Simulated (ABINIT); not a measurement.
# FePt (Tetraferroplatinum) (P4/mmm) in ABINIT: Hubbard U by linear response with LDA+U

Aim: the Hubbard U by linear response of FePt (Tetraferroplatinum) with LDA+U.

All numbers are computed with ABINIT 10.8.3 (patched build); they aren't measurements. Logs are shortened: lines on timing, memory, paths and dates and some standing lists are left out, and cuts for length are marked. The log counts tension as positive stress, the text compression.

**1. Starting point**

It takes space group P4/mmm (No. 123, tetragonal). The conventional cell has a = 2.724 Å, b = 2.724 Å, c = 3.720 Å, α = 90.00°, β = 90.00°, γ = 90.00°. Fe (site symmetry 4/mmm) has 8 Pt at 2.68 Å and 4 Fe at 2.72 Å as nearest neighbours. Pt (site symmetry 4/mmm) is surrounded by 8 Fe at 2.68 Å and 4 Pt at 2.72 Å.

**2. Hubbard U by linear response, LDA+U, collinear spin, ferromagnetic start**

run.abi reads:

```
# Datasets
ndtset 2

# Pseudopotentials
pp_dirpath "./"
pseudos "Fe.LDA_PW-JTH.xml, Pt.LDA_PW-JTH.xml"

# Structure
acell 3*1.0 Angstrom
rprim
     2.7235000000     0.0000000000     0.0000000000
     0.0000000000     2.7235000000     0.0000000000
     0.0000000000     0.0000000000     3.7200000000
ntypat 2
znucl 26 78
natom 2
typat 1 2
xred
            0.0            0.0            0.0
            1/2            1/2            1/2

# Plane-wave basis
ecut 22.0
pawecutdg 44.0

# k points
kptopt 2
ngkpt 5 5 4
nshiftk 1
shiftk 0.0 0.0 0.0

# Exchange and correlation
ixc 7

# Bands and occupations
nband 18
occopt 7
tsmear 0.1 eV

# Spin
nsppol 2
spinat
     0.0000000000     0.0000000000     3.0000000000
     0.0000000000     0.0000000000     0.0000000000
nsym 1

# DFT+U
usepawu 1
lpawu 2 -1
upawu 4.0 0.0 eV
jpawu 0.0 0.0 eV
dmatpuopt 3

# SCF cycle
nstep 120
tolvrs 1.0e-9

# Output
prteig 0
prtebands 0
prtden 0
prtwf 0

# Linear response
irdwfk 1
macro_uj 1
pawujat 1
pawujv1 -0.1 eV
pawujv2 0.1 eV
```

gs.abi reads:

```
# Pseudopotentials
pp_dirpath "./"
pseudos "Fe.LDA_PW-JTH.xml, Pt.LDA_PW-JTH.xml"

# Structure
acell 3*1.0 Angstrom
rprim
     2.7235000000     0.0000000000     0.0000000000
     0.0000000000     2.7235000000     0.0000000000
     0.0000000000     0.0000000000     3.7200000000
ntypat 2
znucl 26 78
natom 2
typat 1 2
xred
            0.0            0.0            0.0
            1/2            1/2            1/2

# Plane-wave basis
ecut 22.0
pawecutdg 44.0

# k points
kptopt 2
ngkpt 5 5 4
nshiftk 1
shiftk 0.0 0.0 0.0

# Exchange and correlation
ixc 7

# Bands and occupations
nband 18
occopt 7
tsmear 0.1 eV

# Spin
nsppol 2
spinat
     0.0000000000     0.0000000000     3.0000000000
     0.0000000000     0.0000000000     0.0000000000
nsym 1

# DFT+U
usepawu 1
lpawu 2 -1
upawu 4.0 0.0 eV
jpawu 0.0 0.0 eV
dmatpuopt 3

# SCF cycle
nstep 120
tolvrs 1.0e-9

# Output
prteig 0
prtebands 0
prtden 0
```

Potentials or basis: JTH PAW LDA v2.0.

Command:

```
$ abinit gs.abi > log 2>&1
$ ln -s gso_WFK runi_DS1_WFK
$ ln -s gso_WFK runi_DS2_WFK
$ abinit run.abi > log 2>&1
$ lruj runo_DS1_LRUJ.nc runo_DS2_LRUJ.nc > lruj.log 2>&1
```

run.abo:

```text
.Version 10.8.3 of ABINIT
 DATASET    1 : space group P1 (#  1); Bravais aP (primitive triclinic)
================================================================================
 Values of the parameters that define the memory need for DATASET  1.
     intxc =       0    ionmov =       0      iscf =      17    lmnmax =      18
     lnmax =       6     mgfft =      30  mpssoang =       3    mqgrid =    3001
     natom =       2  nloc_mem =       2    nspden =       2   nspinor =       1
    nsppol =       2      nsym =       1    n1xccc =       1    ntypat =       2
    occopt =       7   xclevel =       1
       mpw =         931          nfft =       17280          nkpt =          51
 PAW method is used; the additional fine FFT grid is defined by:
   mgfftf=        45    nfftf =     46080
================================================================================
================================================================================

 DATASET    2 : space group P1 (#  1); Bravais aP (primitive triclinic)
================================================================================
 Values of the parameters that define the memory need for DATASET  2.
     intxc =       0    ionmov =       0      iscf =      17    lmnmax =      18
     lnmax =       6     mgfft =      30  mpssoang =       3    mqgrid =    3001
     natom =       2  nloc_mem =       2    nspden =       2   nspinor =       1
    nsppol =       2      nsym =       1    n1xccc =       1    ntypat =       2
    occopt =       7   xclevel =       1
       mpw =         931          nfft =       17280          nkpt =          51
 PAW method is used; the additional fine FFT grid is defined by:
   mgfftf=        45    nfftf =     46080
================================================================================
================================================================================

--------------------------------------------------------------------------------
------------- Echo of variables that govern the present computation ------------
--------------------------------------------------------------------------------
 -outvars: echo values of preprocessed input variables --------
            acell      1.8897261259E+00  1.8897261259E+00  1.8897261259E+00 Bohr
              amu      5.58470000E+01  1.95080000E+02
         atvshift1      -0.00367   -0.00367   -0.00367   -0.00367   -0.00367
                        -0.00367   -0.00367   -0.00367   -0.00367   -0.00367
                         0.00000    0.00000    0.00000    0.00000    0.00000
                         0.00000    0.00000    0.00000    0.00000    0.00000
         atvshift2       0.00367    0.00367    0.00367    0.00367    0.00367
                         0.00367    0.00367    0.00367    0.00367    0.00367
                         0.00000    0.00000    0.00000    0.00000    0.00000
                         0.00000    0.00000    0.00000    0.00000    0.00000
           diemix      4.50000000E-01
        dmatpuopt           3
             ecut      2.20000000E+01 Hartree
           irdwfk           1
                       outvar_i_n : Printing only first  50 k-points.
              ixc           7
           jdtset        1    2
                       outvar_i_n : Printing only first  50 k-points.
           kptopt           2
         kptrlatt        5    0    0      0    5    0      0    0    4
          kptrlen      2.57333455E+01
            lpawu           2      -1
         macro_uj        1
            natom           2
            nband          18
        natvshift        5
           ndtset           2
            ngfft          24      24      30
          ngfftdg          32      32      45
             nkpt          51
           nspden           2
           nsppol           2
            nstep         120
             nsym           1
           ntypat           2
                       prtocc : prtvol=0, do not print more k-points.
                       1.000000  1.000000  1.000000  1.000000  1.000000  1.000000
                       1.000000  1.000000  1.000000  1.000000  1.000000  1.000000
                       1.000000  0.000000  0.000000  0.000000  0.000000  0.000000
                       1.000000  1.000000  1.000000  1.000000  1.000000  1.000000
                       1.000000  1.000000  1.000000  1.000000  1.000000  1.000000
                       1.000000  0.000000  0.000000  0.000000  0.000000  0.000000
[... 142 lines left out ...]
                       1.000000  1.000000  1.000000  1.000000  1.000000  1.000000
                       1.000000  0.000000  0.000000  0.000000  0.000000  0.000000
                       prtocc : prtvol=0, do not print more k-points.
           occopt           7
        pawecutdg      4.40000000E+01 Hartree
           pawujv1    -3.6749322176E-03 Hartree
           pawujv2     3.6749322176E-03 Hartree
           prtden           0
        prtebands           0
           prteig           0
            prtwf           0
            rprim      2.7235000000E+00  0.0000000000E+00  0.0000000000E+00
                       0.0000000000E+00  2.7235000000E+00  0.0000000000E+00
                       0.0000000000E+00  0.0000000000E+00  3.7200000000E+00
[... 481 lines left out ...]
 URES       2      8    10.11900     4.71691     3.79497     3.32124
 URES       3     27    10.11900     5.18221     4.16933     3.64886
 URES       4     64    20.23800     5.29720     4.26184     3.72983
 URES       5    125    20.23800     5.33821     4.29484     3.75871
 URES       6    216    30.35700     5.35635     4.30943     3.77147

 ---------- calculate U, (J) end --------------

================================================================================

 ----iterations are completed or convergence reached----

 Mean square residual over all n,k,spin=   60.611E-09; max=  18.126E-06
 reduced coordinates (array xred) for    2 atoms
       0.000000000000      0.000000000000      0.000000000000
       0.500000000000      0.500000000000      0.500000000000
 rms dE/dt=  3.6009E-08; max dE/dt=  4.7809E-08; dE/dt below (all hartree)
    1      -0.000000020695      0.000000005802     -0.000000055782
    2      -0.000000014771     -0.000000041262      0.000000047809

 cartesian coordinates (angstrom) at end:
    1      0.00000000000000     0.00000000000000     0.00000000000000
    2      1.36175000000000     1.36175000000000     1.86000000000000

 cartesian forces (hartree/bohr) at end:
    1      0.00000000057547    -0.00000000457224     0.00000000736807
    2     -0.00000000057547     0.00000000457224    -0.00000000736807
 frms,max,avg= 5.0174685E-09 7.3680703E-09   3.446E-09  3.445E-09  5.671E-10 h/b

 cartesian forces (eV/Angstrom) at end:
    1      0.00000002959195    -0.00000023511383     0.00000037888141
    2     -0.00000002959195     0.00000023511383    -0.00000037888141
 frms,max,avg= 2.5800860E-07 3.7888141E-07   1.772E-07  1.771E-07  2.916E-08 e/A
 length scales=  1.889726125908  1.889726125908  1.889726125908 bohr
              =  1.000000000000  1.000000000000  1.000000000000 angstroms
 Fermi (or HOMO) energy (hartree) =   0.33667   Average Vxc (hartree)=  -0.45922
 Magnetization (Bohr magneton)=  3.84033006E+00
 Total spin up =  1.49201650E+01   Total spin down =  1.10798350E+01
 Eigenvalues (hartree) for nkpt=  51  k points, SPIN UP:
 kpt#   1, nband= 18, wtk=  0.01000, kpt=  0.0000  0.0000  0.0000 (reduced coord)
  -2.94208   -1.71784   -1.70002   -1.70002   -0.02876    0.06771    0.08833    0.14584
   0.14584    0.17273    0.17707    0.21139    0.29652    0.29652    0.31565    0.40482
   0.67734    0.75134
      occupation numbers for kpt#   1
   1.00000    1.00000    1.00000    1.00000    1.00000    1.00000    1.00000    1.00000
   1.00000    1.00000    1.00000    1.00000    1.00000    1.00000    1.00000    0.00000
   0.00000    0.00000
 prteigrs : prtvol=0 or 1, do not print more k-points.

 Eigenvalues (hartree) for nkpt=  51  k points, SPIN DOWN:
 kpt#   1, nband= 18, wtk=  0.01000, kpt=  0.0000  0.0000  0.0000 (reduced coord)
  -2.79810   -1.57212   -1.56332   -1.56332   -0.01845    0.12485    0.12567    0.25353
   0.25353    0.30131    0.31481    0.38303    0.41828    0.41886    0.41886    0.43142
   0.72143    0.76735
      occupation numbers for kpt#   1
   1.00000    1.00000    1.00000    1.00000    1.00000    1.00000    1.00000    1.00000
   1.00000    1.00000    1.00000    0.00000    0.00000    0.00000    0.00000    0.00000
   0.00000    0.00000
 prteigrs : prtvol=0 or 1, do not print more k-points.

--- !EnergyTerms
iteration_state     : {dtset: 2, }
comment             : Components of total free energy in Hartree
kinetic             :  1.99225528343732E+01
hartree             :  3.12852915559215E+01
xc                  : -6.25512639599875E+00
Ewald energy        : -1.10593367344087E+02
psp_core            :  8.53245249517567E+00
local_psp           : -8.61670419676526E+01
PAW spherical_terms : -8.38076484554233E+00
internal            : -1.51656003667810E+02
'-kT*entropy'       : -2.26850682239282E-04
total_energy        : -1.51656230518492E+02
total_energy_eV     : -4.12677626524822E+03
...

--- !EnergyTermsDC
iteration_state     : {dtset: 2, }
comment             : '"Double-counting" decomposition of free energy'
band_energy         : -1.21050276124945E+01
Ewald energy        : -1.10593367344087E+02
psp_core            :  8.53245249517567E+00
xc_dc               : -2.97712333619761E+01
PAW spherical_terms : -7.69816073046206E+00
internal            : -1.51635336553844E+02
'-kT*entropy'       : -2.26850682239282E-04
total_energy_dc     : -1.51635563404526E+02
total_energy_dc_eV  : -4.12621388442749E+03
...

--- !EnergyTermsWithPAWCore
iteration_state     : {dtset: 2, }
comment             : 'Components of total free energy, including PAW core contributions'
Total energy        : -1.96739835159023E+04
Total energy DC     : -1.96739628487884E+04
Total energy (eV)   : -5.35356364448282E+05
Total energy DC (eV): -5.35355802067461E+05
...

 Cartesian components of stress tensor (hartree/bohr^3)
  sigma(1 1)= -1.22170162E-05  sigma(3 2)=  7.54850841E-11
  sigma(2 2)= -1.22169363E-05  sigma(3 1)= -3.28080482E-10
  sigma(3 3)=  2.49068778E-04  sigma(2 1)= -1.02122931E-10

-Cartesian components of stress tensor (GPa)         [Pressure= -2.2030E+00 GPa]
- sigma(1 1)= -3.59437026E-01  sigma(3 2)=  2.22084785E-06
- sigma(2 2)= -3.59434675E-01  sigma(3 1)= -9.65246104E-06
- sigma(3 3)=  7.32785645E+00  sigma(2 1)= -3.00456036E-06

== END DATASET(S) ==============================================================
================================================================================

 -outvars: echo values of variables after computation  --------
            acell      1.8897261259E+00  1.8897261259E+00  1.8897261259E+00 Bohr
           etotal1    -1.5167704314E+02
           etotal2    -1.5163556340E+02
            fcart1    -3.6850521615E-10  2.1183664057E-10  5.2696132525E-09
                       3.6850521615E-10 -2.1183664057E-10 -5.2696132525E-09
            fcart2     5.7547187747E-10 -4.5722360398E-09  7.3680702734E-09
                      -5.7547187747E-10  4.5722360398E-09 -7.3680702734E-09
            rprim      2.7235000000E+00  0.0000000000E+00  0.0000000000E+00
                       0.0000000000E+00  2.7235000000E+00  0.0000000000E+00
                       0.0000000000E+00  0.0000000000E+00  3.7200000000E+00
           strten1     7.0940598675E-06  7.0939653143E-06  2.6246624478E-04
                      -1.9018518544E-10 -3.2935273252E-10  4.0658470559E-11
           strten2    -1.2217016206E-05 -1.2216936282E-05  2.4906877843E-04
                       7.5485084077E-11 -3.2808048239E-10 -1.0212293082E-10
           xangst      0.0000000000E+00  0.0000000000E+00  0.0000000000E+00
                       1.3617500000E+00  1.3617500000E+00  1.8600000000E+00
             xred      0.0000000000E+00  0.0000000000E+00  0.0000000000E+00
                       5.0000000000E-01  5.0000000000E-01  5.0000000000E-01
 Calculation completed.
```

Run time: 2.1 min. Hardware: 1 thread of Intel Xeon 6975P-C (Granite Rapids), shared host; peak memory 0.12 GiB.

What came out:

| Property | Result |
| --- | --- |
| Free energy | -4126.7777 eV |
| Band gap on the k mesh | none (metal or under the smearing width) |
| Net moment | 3.83 μB per cell |
| Site moments | Fe +3.47; Pt +0.38 μB |
| Hubbard U from linear response | 5.43 eV |

Eigenvalues of the final occupation matrices:
```
  site  spin  trace               eigenvalues
atom 1     1   4.56  0.90 0.90 0.91 0.91 0.92
atom 1     2   1.09  0.10 0.12 0.21 0.21 0.44
```

Caveat: the k mesh is coarse (spacing up to 0.46 Å⁻¹), so the values aren't converged; the shifted atom has its images in every cell, so this scalar value isn't converged in cell size and belongs to these projectors alone; the cutoff is too short for stress, so the log's stress isn't used; the U is typed as a test and isn't derived for this compound. Spin-orbit coupling is left out, which matters for the levels of Pt.
